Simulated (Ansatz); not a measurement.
**Two Ansatz runs on Be**

The cell was built from the fcc type and relaxed in the same program, and has space group Fm-3m; it needn't be a known or the stable phase.

First run: DFT, r2SCAN, PAW with Ansatz's default frozen-core files, scalar-relativistic (Ansatz 0.2.0).

Command: `ansatz run input.yaml --threads 1 --pin off --max-ram 2048MiB --backend cpu --events-out ev --progress --plain --runs-dir out` The run took 2.7 s on 1 thread of Arm Neoverse V2, on a shared host.

```yaml
crystal:
  lattice:
    - [0.0, 1.5789469876, 1.5789469876]
    - [1.5789469876, 0.0, 1.5789469876]
    - [1.5789469876, 1.5789469876, 0.0]
  atoms:
    - { symbol: Be, position: [0.0, 0.0, 0.0] }
kpoints:
  mp_grid: { grid: [20, 20, 20] }
  band_path:
    path:
      - [0.0, 0.0, 0.0]
      - [0.5, 0.0, 0.5]
      - [0.625, 0.25, 0.625]
      - [0.375, 0.375, 0.75]
      - [0.0, 0.0, 0.0]
      - [0.5, 0.5, 0.5]
      - [0.5, 0.25, 0.75]
      - [0.5, 0.0, 0.5]
    npoints: 5
scf:
  occupations: { method: fermi_dirac, width: 0.08 }
hamiltonian:
  xc: r2scan
  pseudopotentials: { kind: paw }
output:
  forces: true
  stress: true
  eigenvalues: true
  efg: { contact_densities: true }
```

Result: converged; pressure 0.19 GPa; no gap on the k mesh; 6 SCF iterations.

A second input differs as follows:

```diff
@@ -21,4 +21,5 @@
 scf:
   occupations: { method: fermi_dirac, width: 0.08 }
+  max_iter: 60
 hamiltonian:
   xc: r2scan
@@ -29,3 +30,4 @@
   eigenvalues: true
   efg: { contact_densities: true }
+total_charge: 4
```

What is wrong with it, and what does the program do?

The fault is a charge that the system can't hold (a charged periodic cell is solved on a neutralising background, which makes energy and pressure unphysical). The run refused before any iteration. The log ends:
```
Error: inconsistent input (total_charge): 4 leaves -2.000 electrons of the 2 valence electrons — a charged cell must keep at least one electron
```
